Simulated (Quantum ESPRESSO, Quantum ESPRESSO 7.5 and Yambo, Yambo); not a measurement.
# Quasiparticle gap of CdSe (F-43m) in Yambo

Wanted: ground state, empty states, screening and self-energy for CdSe (F-43m).

Main program and level: Quantum ESPRESSO 7.5 and Yambo 5.3.0; PBE and many-body steps on it, plane waves.

**Experimental background.**

- Gap 1.69 ± 0.02 eV: direct gap from (alpha E)^2 extrapolation; spectroscopic ellipsometry; 300 K; film (fully relaxed MBE film, 304 nm) on GaAs(100) (“Band gap bowing of binary alloys: Experimental results compared to theoretical tight-binding supercell calculations for CdZnSe”, 2010, arxiv:1007.2297).

### 1. The structure

The structure is cubic, space group F-43m (No. 216). Conventional cell: a = 6.141 Å, b = 6.141 Å, c = 6.141 Å, α = 90.00°, β = 90.00°, γ = 90.00°. Nearest to Cd lie 4 Se at 2.66 Å. Nearest to Se lie 4 Cd at 2.66 Å. Farther neighbours and most contacts between anions are not listed.

The cell and positions are those that the Materials Project relaxed with its own functionals (PBE, PBE+U or r2SCAN), kept fixed.

### 2. Ground state

This step: Quantum ESPRESSO 7.5; DFT, PBE, plane waves, norm-conserving pseudopotentials.

The ground-state density comes first.

Contents of pw.in:

```
&control
  calculation = 'scf'
  prefix = 'x'
  outdir = 'o'
  pseudo_dir = 'pseudo'
/
&system
  ibrav = 0
  nat = 2
  ntyp = 2
  ecutwfc = 104.0
  nbnd = 27
  force_symmorphic = .true.
/
&electrons
  conv_thr = 1e-10
  electron_maxstep = 80
  mixing_beta = 0.5
/
ATOMIC_SPECIES
  Cd 112.41 Cd.upf
  Se 78.971 Se.upf
CELL_PARAMETERS angstrom
  -0.0000000000 3.0702711986 3.0702711986
  3.0702711986 -0.0000000000 3.0702711986
  3.0702711986 3.0702711986 -0.0000000000
ATOMIC_POSITIONS crystal
  Cd 0.0000000000 0.0000000000 0.0000000000
  Se 0.7500000000 0.7500000000 0.7500000000
K_POINTS automatic
  6 6 6 0 0 0
```

Command:

```sh
OMP_NUM_THREADS=1 mpirun -n 8 pw.x -nk 8 -in pw.in > pw.out
```

Log:

```text
Program PWSCF v.7.5 starts

     This program is part of the open-source Quantum ESPRESSO suite
     for quantum simulation of materials; please cite
         "P. Giannozzi et al., J. Phys.:Condens. Matter 21 395502 (2009);
         "P. Giannozzi et al., J. Phys.:Condens. Matter 29 465901 (2017);
         "P. Giannozzi et al., J. Chem. Phys. 152 154105 (2020);
     in publications or presentations arising from this work. More details at
     Message from routine setup:
     using ibrav=0 with symmetry is DISCOURAGED, use correct ibrav instead

     G-vector sticks info

     bravais-lattice index     =            0
     lattice parameter (alat)  =       8.2052  a.u.
     unit-cell volume          =     390.6221 (a.u.)^3
     number of atoms/cell      =            2
     number of atomic types    =            2
     number of electrons       =        44.00
     number of Kohn-Sham states=           27
     kinetic-energy cutoff     =     104.0000  Ry
     charge density cutoff     =     416.0000  Ry
     scf convergence threshold =      1.0E-10
     mixing beta               =       0.5000
     number of iterations used =            8  plain     mixing
     Exchange-correlation= PBE
                           (   1   4   3   4   0   0   0)

     celldm(1)=   8.205227  celldm(2)=   0.000000  celldm(3)=   0.000000
     celldm(4)=   0.000000  celldm(5)=   0.000000  celldm(6)=   0.000000

     crystal axes: (cart. coord. in units of alat)
               a(1) = (  -0.000000   0.707107   0.707107 )
               a(2) = (   0.707107  -0.000000   0.707107 )
               a(3) = (   0.707107   0.707107  -0.000000 )

     reciprocal axes: (cart. coord. in units 2 pi/alat)
               b(1) = ( -0.707107  0.707107  0.707107 )
               b(2) = (  0.707107 -0.707107  0.707107 )
               b(3) = (  0.707107  0.707107 -0.707107 )
     Pseudo is Norm-conserving + core correction, Zval = 20.0
     Generated using ONCVPSP code by D. R. Hamann
     Using radial grid of 1368 points,  6 beta functions with:
     Pseudo is Norm-conserving + core correction, Zval = 24.0
     Generated using ONCVPSP code by D. R. Hamann
     Using radial grid of 1214 points,  6 beta functions with:
     Cd               20.00   112.41000     Cd( 1.00)
     Se               24.00    78.97100     Se( 1.00)

     24 Sym. Ops. (no inversion) found

   Cartesian axes

     site n.     atom                  positions (alat units)
         1        Cd     tau(   1) = (   0.0000000   0.0000000   0.0000000  )
         2        Se     tau(   2) = (   1.0606602   1.0606602   1.0606602  )

     number of k points=    16
                       cart. coord. in units 2pi/alat
        k(    1) = (   0.0000000   0.0000000   0.0000000), wk =   0.0092593
        k(    2) = (   0.1178511   0.1178511  -0.1178511), wk =   0.0740741
        k(    3) = (   0.2357023   0.2357023  -0.2357023), wk =   0.0740741
        k(    4) = (  -0.3535534  -0.3535534   0.3535534), wk =   0.0370370
        k(    5) = (   0.2357023   0.0000000  -0.0000000), wk =   0.0555556
        k(    6) = (   0.3535534   0.1178511  -0.1178511), wk =   0.2222222
        k(    7) = (  -0.2357023  -0.4714045   0.4714045), wk =   0.2222222
        k(    8) = (  -0.1178511  -0.3535534   0.3535534), wk =   0.2222222
        k(    9) = (   0.0000000  -0.2357023   0.2357023), wk =   0.1111111
        k(   10) = (   0.4714045   0.0000000  -0.0000000), wk =   0.0555556
     [... 4 further rows ...]
        k(   15) = (  -0.1178511  -0.3535534   0.5892557), wk =   0.2222222
        k(   16) = (  -0.7071068   0.2357023   0.0000000), wk =   0.1111111

     Dense  grid:    55849 G-vectors     FFT dimensions: (  54,  54,  54)

     Initial potential from superposition of free atoms

     starting charge      43.9997, renormalised to      44.0000
     Starting wfcs are   23 randomized atomic wfcs +    4 random wfcs

     per-process dynamical memory:    40.2 Mb

     Self-consistent Calculation

     iteration #  1     ecut=   104.00 Ry     beta= 0.50

     Threshold (ethr) on eigenvalues was too large:
     Diagonalizing with lowered threshold

     total energy              =   -1027.26011936 Ry
     estimated scf accuracy    <       0.08744674 Ry

     iteration #  2     ecut=   104.00 Ry     beta= 0.50

     total energy              =   -1027.28143878 Ry
     estimated scf accuracy    <       0.00899540 Ry

     iteration #  3     ecut=   104.00 Ry     beta= 0.50

     total energy              =   -1027.28288139 Ry
     estimated scf accuracy    <       0.00092470 Ry

     iteration #  4     ecut=   104.00 Ry     beta= 0.50

     total energy              =   -1027.28296504 Ry
     estimated scf accuracy    <       0.00004747 Ry

     iteration #  5     ecut=   104.00 Ry     beta= 0.50

     total energy              =   -1027.28296945 Ry
     estimated scf accuracy    <       0.00000477 Ry

     iteration #  6     ecut=   104.00 Ry     beta= 0.50

     total energy              =   -1027.28297032 Ry
     estimated scf accuracy    <       0.00000023 Ry

     iteration #  7     ecut=   104.00 Ry     beta= 0.50

     total energy              =   -1027.28297035 Ry
     estimated scf accuracy    <       0.00000013 Ry

     iteration #  8     ecut=   104.00 Ry     beta= 0.50

     total energy              =   -1027.28297037 Ry
     estimated scf accuracy    <          1.9E-09 Ry

     iteration #  9     ecut=   104.00 Ry     beta= 0.50

     total energy              =   -1027.28297037 Ry
     estimated scf accuracy    <          7.9E-10 Ry

     iteration # 10     ecut=   104.00 Ry     beta= 0.50

     End of self-consistent calculation

          k = 0.0000 0.0000 0.0000 (  6879 PWs)   bands (ev):

  -199.3040-138.7799-138.7799-138.7799 -93.9630 -55.0239 -55.0239 -55.0239
   -38.9489 -38.9489 -38.9489 -38.9459 -38.9459  -4.7636  -0.1683  -0.1683
    -0.1683   0.1752   0.1752   7.6711   7.6711   7.6711   8.2221  13.6142
    13.6142  13.6142  17.3542

          k = 0.1179 0.1179-0.1179 (  6970 PWs)   bands (ev):

  -199.3040-138.7799-138.7799-138.7799 -93.9630 -55.0240 -55.0240 -55.0240
   -38.9489 -38.9489 -38.9489 -38.9459 -38.9459  -4.6775  -0.1417  -0.1417
    -0.0834   0.1745   0.1745   6.0068   7.4733   7.4733   9.5256  13.3609
    13.9258  13.9258  17.7796

          k = 0.2357 0.2357-0.2357 (  6988 PWs)   bands (ev):

  -199.3040-138.7799-138.7799-138.7799 -93.9630 -55.0241 -55.0240 -55.0240
   -38.9489 -38.9489 -38.9489 -38.9459 -38.9459  -4.5028  -0.0975  -0.0975
     0.1845   0.1845   0.1983   4.2694   7.1223   7.1223  10.0396  14.1686
    14.1724  14.1724  17.4771

          k =-0.3536-0.3536 0.3536 (  6958 PWs)   bands (ev):

     [... further k-points ...]

     highest occupied, lowest unoccupied level (ev):     7.6711    8.2221

!    total energy              =   -1027.28297037 Ry
     estimated scf accuracy    <          8.4E-11 Ry

     The total energy is the sum of the following terms:
     one-electron contribution =    -892.69171409 Ry
     hartree contribution      =     423.54175219 Ry
     xc contribution           =    -106.15873210 Ry
     ewald contribution        =    -451.97427637 Ry

     convergence has been achieved in  10 iterations

     XML data file, charge density, pseudopotentials, collected wavefunctions

=------------------------------------------------------------------------------=
   JOB DONE.
=------------------------------------------------------------------------------=
```

Run time: 11 s. Hardware: 8 MPI ranks of Arm Neoverse V1, shared host; peak memory 0.7 GiB.

This step gave:

- total energy: -13976.8968 eV
- gap: 0.5509 eV
- k of the valence top: 0, 0, 0
- k of the conduction bottom: 0, 0, 0
- least direct gap: 0.5509 eV

The gap is direct, at Γ.

### 3. Bands along the symmetry lines

The cheap functional maps the bands first; the places of the edges decide which points the dearer methods must see.

Contents of pw.in:

```
&control
  calculation = 'bands'
  prefix = 'x'
  outdir = 'o'
  pseudo_dir = 'pseudo'
/
&system
  ibrav = 0
  nat = 2
  ntyp = 2
  ecutwfc = 104.0
  nbnd = 28
  force_symmorphic = .true.
/
&electrons
  conv_thr = 1e-9
  electron_maxstep = 80
  diago_full_acc = .true.
  diago_thr_init = 5e-6
/
ATOMIC_SPECIES
  Cd 112.41 Cd.upf
  Se 78.971 Se.upf
CELL_PARAMETERS angstrom
  -0.0000000000 3.0702711986 3.0702711986
  3.0702711986 -0.0000000000 3.0702711986
  3.0702711986 3.0702711986 -0.0000000000
ATOMIC_POSITIONS crystal
  Cd 0.0000000000 0.0000000000 0.0000000000
  Se 0.7500000000 0.7500000000 0.7500000000
K_POINTS crystal
  50
  0.00000000 0.00000000 0.00000000 1
  -0.06250000 -0.06250000 0.00000000 1
  -0.12500000 -0.12500000 0.00000000 1
  -0.18750000 -0.18750000 0.00000000 1
  -0.25000000 -0.25000000 0.00000000 1
  -0.31250000 -0.31250000 0.00000000 1
  -0.37500000 -0.37500000 0.00000000 1
  -0.43750000 -0.43750000 0.00000000 1
  -0.50000000 -0.50000000 0.00000000 1
  -0.48437500 -0.48437500 0.03125000 1
  -0.46875000 -0.46875000 0.06250000 1
  -0.45312500 -0.45312500 0.09375000 1
  -0.43750000 -0.43750000 0.12500000 1
  -0.42187500 -0.42187500 0.15625000 1
  -0.40625000 -0.40625000 0.18750000 1
  -0.39062500 -0.39062500 0.21875000 1
  -0.37500000 -0.37500000 0.25000000 1
  -0.37500000 0.00000000 0.37500000 1
  -0.32812500 0.00000000 0.32812500 1
  -0.28125000 0.00000000 0.28125000 1
  -0.23437500 0.00000000 0.23437500 1
  -0.18750000 0.00000000 0.18750000 1
  -0.14062500 0.00000000 0.14062500 1
  -0.09375000 0.00000000 0.09375000 1
  -0.04687500 0.00000000 0.04687500 1
  0.00000000 0.00000000 0.00000000 1
  0.00000000 0.00000000 0.06250000 1
  0.00000000 0.00000000 0.12500000 1
  0.00000000 0.00000000 0.18750000 1
  0.00000000 0.00000000 0.25000000 1
  0.00000000 0.00000000 0.31250000 1
  0.00000000 0.00000000 0.37500000 1
  0.00000000 0.00000000 0.43750000 1
  0.00000000 0.00000000 0.50000000 1
  -0.06250000 -0.03125000 0.46875000 1
  -0.12500000 -0.06250000 0.43750000 1
  -0.18750000 -0.09375000 0.40625000 1
  -0.25000000 -0.12500000 0.37500000 1
  -0.31250000 -0.15625000 0.34375000 1
  -0.37500000 -0.18750000 0.31250000 1
  -0.43750000 -0.21875000 0.28125000 1
  -0.50000000 -0.25000000 0.25000000 1
  -0.50000000 -0.28125000 0.21875000 1
  -0.50000000 -0.31250000 0.18750000 1
  -0.50000000 -0.34375000 0.15625000 1
  -0.50000000 -0.37500000 0.12500000 1
  -0.50000000 -0.40625000 0.09375000 1
  -0.50000000 -0.43750000 0.06250000 1
  -0.50000000 -0.46875000 0.03125000 1
  -0.50000000 -0.50000000 0.00000000 1
```

Log:

```text
[banner, memory and clock lines left out]
Program PWSCF v.7.5 starts

     Atomic positions and unit cell read from directory:
     o/x.save/

     Message from routine setup:
     using ibrav=0 with symmetry is DISCOURAGED, use correct ibrav instead

     G-vector sticks info

     bravais-lattice index     =            0
     lattice parameter (alat)  =       8.2052  a.u.
     unit-cell volume          =     390.6221 (a.u.)^3
     number of atoms/cell      =            2
     number of atomic types    =            2
     number of electrons       =        44.00
     number of Kohn-Sham states=           28
     kinetic-energy cutoff     =     104.0000  Ry
     charge density cutoff     =     416.0000  Ry
     Exchange-correlation= PBE
                           (   1   4   3   4   0   0   0)

     celldm(1)=   8.205227  celldm(2)=   0.000000  celldm(3)=   0.000000
     celldm(4)=   0.000000  celldm(5)=   0.000000  celldm(6)=   0.000000

     crystal axes: (cart. coord. in units of alat)
               a(1) = (  -0.000000   0.707107   0.707107 )
               a(2) = (   0.707107  -0.000000   0.707107 )
               a(3) = (   0.707107   0.707107  -0.000000 )

     reciprocal axes: (cart. coord. in units 2 pi/alat)
               b(1) = ( -0.707107  0.707107  0.707107 )
               b(2) = (  0.707107 -0.707107  0.707107 )
               b(3) = (  0.707107  0.707107 -0.707107 )
     Pseudo is Norm-conserving + core correction, Zval = 20.0
     Generated using ONCVPSP code by D. R. Hamann
     Using radial grid of 1368 points,  6 beta functions with:
     Pseudo is Norm-conserving + core correction, Zval = 24.0
     Generated using ONCVPSP code by D. R. Hamann
     Using radial grid of 1214 points,  6 beta functions with:
     Cd               20.00   112.41000     Cd( 1.00)
     Se               24.00    78.97100     Se( 1.00)

     24 Sym. Ops. (no inversion) found

   Cartesian axes

     site n.     atom                  positions (alat units)
         1        Cd     tau(   1) = (   0.0000000   0.0000000   0.0000000  )
         2        Se     tau(   2) = (   1.0606602   1.0606602   1.0606602  )

     number of k points=    50
                       cart. coord. in units 2pi/alat
        k(    1) = (   0.0000000   0.0000000   0.0000000), wk =   0.0400000
        k(    2) = (   0.0000000   0.0000000  -0.0883883), wk =   0.0400000
        k(    3) = (   0.0000000   0.0000000  -0.1767767), wk =   0.0400000
[...]
[... 38 further rows ...]
        k(   49) = (   0.0441942  -0.0000000  -0.7071068), wk =   0.0400000
        k(   50) = (   0.0000000   0.0000000  -0.7071068), wk =   0.0400000

     Dense  grid:    55849 G-vectors     FFT dimensions: (  54,  54,  54)

     The potential is recalculated from file :
     o/x.save/charge-density

     Starting wfcs are   23 randomized atomic wfcs +    5 random wfcs

     Band Structure Calculation

     End of band structure calculation

          k = 0.0000 0.0000 0.0000 (  6879 PWs)   bands (ev):

  -199.3042-138.7801-138.7801-138.7801 -93.9630 -55.0239 -55.0239 -55.0239
   -38.9490 -38.9490 -38.9490 -38.9460 -38.9460  -4.7636  -0.1682  -0.1682
    -0.1682   0.1752   0.1752   7.6711   7.6711   7.6711   8.2221  13.6143
    13.6143  13.6143  17.3542  18.7414

          k = 0.0000 0.0000-0.0884 (  6971 PWs)   bands (ev):

  -199.3042-138.7801-138.7801-138.7801 -93.9630 -55.0239 -55.0239 -55.0239
   -38.9490 -38.9490 -38.9490 -38.9460 -38.9460  -4.7463  -0.1602  -0.1602
[...]
13.7395  13.7395  17.6508  17.9866

          k = 0.0000 0.0000-0.1768 (  7007 PWs)   bands (ev):

  -199.3042-138.7801-138.7801-138.7801 -93.9630 -55.0240 -55.0239 -55.0239
[...]
14.0908  14.0908  16.8651  18.5495

          k =-0.0000 0.0000-0.2652 (  7015 PWs)   bands (ev):

[...]
k = 0.0000 0.0000-0.3536 (  7003 PWs)   bands (ev):

[...]
k = 0.0000-0.0000-0.4419 (  6983 PWs)   bands (ev):

[...]
k =-0.0000 0.0000-0.5303 (  6991 PWs)   bands (ev):

[...]
k = 0.0000-0.0000-0.6187 (  7010 PWs)   bands (ev):

[...]
k = 0.5303-0.0000-0.5303 (  6990 PWs)   bands (ev):

[...]
k = 0.0000 0.0000 0.0000 (  6879 PWs)   bands (ev):

[...]
k = 0.1326 0.0000-0.7071 (  6994 PWs)   bands (ev):

[...]
k = 0.0884-0.0000-0.7071 (  7008 PWs)   bands (ev):

[...]
k = 0.0442-0.0000-0.7071 (  7006 PWs)   bands (ev):

  -199.3042-138.7801-138.7801-138.7801 -93.9630 -55.0241 -55.0240 -55.0240
[...]
16.5922  17.5468  17.7364  20.0258

          k = 0.0000 0.0000-0.7071 (  7046 PWs)   bands (ev):

  -199.3042-138.7801-138.7801-138.7801 -93.9630 -55.0242 -55.0240 -55.0240
   -38.9492 -38.9490 -38.9490 -38.9460 -38.9460  -4.3048   0.0126   0.0717
     0.0717   0.2289   0.5106   3.7241   5.9172   5.9172  10.8754  11.4086
    16.6389  17.7228  17.7228  19.9623

     XML data file, pseudopotentials, collected wavefunctions
```

Wall time 7.2 s (8 MPI ranks); peak memory 0.6 GiB; 57 s of CPU time.

Numbers from this step:

* gap: 0.5509 eV
* k of the valence top: 0, 0, 0
* k of the conduction bottom: 0, 0, 0
* least direct gap: 0.5509 eV

The gap is 0.551 eV, as in the run before at this level.

Electronic bands along the path, in eV, zero at the top of the highest filled band:

| point | band 19 | band 20 | band 21 | band 22 | band 23 | band 24 | band 25 | band 26 |
| --- | --- | --- | --- | --- | --- | --- | --- | --- |
| Γ | -7.50 | 0.00 | 0.00 | 0.00 | 0.55 | 5.94 | 5.94 | 5.94 |
| halfway | -7.47 | -2.51 | -0.98 | -0.98 | 3.23 | 4.24 | 7.59 | 7.59 |
| X | -7.16 | -3.95 | -1.75 | -1.75 | 3.20 | 3.74 | 8.97 | 10.05 |
| halfway | -7.13 | -3.92 | -2.02 | -1.67 | 3.45 | 4.10 | 8.66 | 9.47 |
| U | -7.08 | -3.88 | -2.39 | -1.44 | 3.72 | 5.10 | 8.20 | 8.52 |
| jump to K | -7.08 | -3.88 | -2.39 | -1.44 | 3.72 | 5.10 | 8.20 | 8.52 |
| halfway | -7.46 | -2.86 | -1.32 | -0.40 | 3.09 | 5.65 | 6.35 | 6.65 |
| Γ | -7.50 | 0.00 | 0.00 | 0.00 | 0.55 | 5.94 | 5.94 | 5.94 |
| halfway | -7.49 | -2.59 | -0.38 | -0.38 | 2.25 | 5.92 | 6.45 | 6.45 |
| L | -7.22 | -4.22 | -0.71 | -0.71 | 2.36 | 6.45 | 6.45 | 7.33 |
| halfway | -7.14 | -3.98 | -1.89 | -1.16 | 3.79 | 5.48 | 6.77 | 7.94 |
| W | -7.05 | -3.85 | -2.12 | -2.09 | 4.91 | 5.23 | 6.42 | 7.61 |
| halfway | -7.10 | -3.90 | -1.94 | -1.93 | 3.91 | 4.25 | 8.29 | 8.35 |
| X | -7.16 | -3.95 | -1.75 | -1.75 | 3.20 | 3.74 | 8.97 | 10.05 |

[end of part 1 of 3]

[Paths, hosts, dates, memory and timing lines, banners, echoed tables and standing remarks are left out of the program output.]

[Logs are printed without paths, hosts, clocks, repeated set-up lines and the standing remarks that a program may print on its own settings, such as how far it seeks lower states.]

[Runs of the session that timed out or met a known fault of the program may be left out.]

[Hosts, paths, dates, database ids (printed as entryN), source tags and the programs' standing remarks are cut or masked in the printed files.]
